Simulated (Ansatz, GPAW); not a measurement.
**One calculation of Cu, 4 ways**

```
Cu
1.0
    -1.44279    1.44279    1.37608
     1.44279   -1.44279    1.37608
     1.44279    1.44279   -1.37608
Cu
1
Direct
  0.00000 0.00000 0.00000
```

This isn't the form of Cu at room conditions, which is fcc.

Alike in all runs: task band structure; functional PBEsol; k mesh 13 × 13 × 13; occupations fermi-dirac, width 0.05 eV; no spin polarisation; no spin-orbit coupling. Pressure is positive in compression and, in plane waves, holds the error of the finite cutoff, which Ansatz's Pulay term estimates and takes out.

```tsv
program and potentials	plane-wave cutoff (eV)	notes	pressure (GPa)
Ansatz, Ansatz PAW	420	potentials made for PBE, which Ansatz adapts in part; 19 valence electrons an atom on average	?
Ansatz, all-electron LAPW, scalar-relativistic	-	-	-1.38
GPAW, PAW data sets generated for this functional	600	11 valence electrons an atom on average; this data set often lies off other programs	0.65
Ansatz, PAW datasets made for the crystal	320	11 valence electrons an atom on average	-1.38
```

Estimate from the other rows what the run with Ansatz, Ansatz PAW gave.

Pressure -1.39 GPa. Its pressure holds a Pulay term of +0.12 GPa. The other rows, which needn't bracket it: pressure -1.38 to 0.65.
